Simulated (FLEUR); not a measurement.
## Cr: equation of state with RPBE

The system is Cr.

```xyz
1
Lattice="-1.4844 1.4844 1.4844 1.4844 -1.4844 1.4844 1.4844 1.4844 -1.4844" Properties=species:S:1:pos:R:3 pbc="T T T"
Cr    0.0000    0.0000    0.0000
```

```
Program             : FLEUR MaX-R8.1 (later development tree)
Task                : equation of state
Functional          : RPBE
Potentials or basis : all-electron
Basis               : FLAPW
Kmax                : 4.45 1/bohr
k mesh              : 12 × 12 × 12
Occupations         : fermi-dirac, width 0.05 eV
Spin                : collinear spin, program default start
```

```yaml
Equilibrium_volume: "11.76 Å³/atom (rough: see the caveat)"
Bulk_modulus: 245 GPa (rough)
```

Energy against volume, from the lowest point:
| volume (Å³/atom) | energy (meV/atom) |
| --- | --- |
| 12.299 | 0.00 |
| 12.561 | 19.47 |
| 13.084 | 76.27 |
| 13.608 | 152.54 |
| 13.870 | 196.67 |

Caveat: the minimum lies outside the volumes run.
